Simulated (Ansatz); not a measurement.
Crystal: MnO2.

```
Mn O
1.0
     2.85658    0.00000    0.00000
    -1.42829    2.47387    0.00000
     0.00000    0.00000    4.60137
Mn O
1 2
Direct
  0.00000 0.00000 0.50000
  0.33333 0.66667 0.70629
  0.66667 0.33333 0.29371
```

Measurements of this composition are mostly on another form, of space group No. 136.

Base run:

| Quantity | Value |
| --- | --- |
| Program | Ansatz 0.2.0 |
| Functional | PBE |
| Potentials or basis | all-electron LAPW, scalar-relativistic |
| Cutoff | 418 eV (chosen from the basis error) |
| Basis error allowed | 0.002 eV/atom |
| k mesh | 11 × 11 × 6 |
| Occupations | fermi-dirac, width 0.05 eV |
| Spin | collinear spin, ferromagnetic start |
| Starting moments | [4.0, 0.0, 0.0] μB |

Its results: band gap on the k mesh 0.87 eV, indirect (least direct gap 0.92 eV); pressure 4.8 GPa; net moment 3.00 μB per cell; site moments Mn +2.72; O +0.05 μB; largest force 0.217 eV/Å.

Q: The run is repeated on the same cell with these changes: functional from PBE to LDA. What comes out?

A: Band gap on the k mesh 0.45 eV, indirect (least direct gap 0.49 eV); pressure -8.6 GPa; net moment 3.00 μB per cell; site moments Mn +2.70; O +0.06 μB; largest force 0.531 eV/Å.

LDA binds more tightly than PBE, so the same cell stands under less pressure.

Caveats: a cell with one magnetic atom can't hold antiferromagnetic order, which such compounds often take.
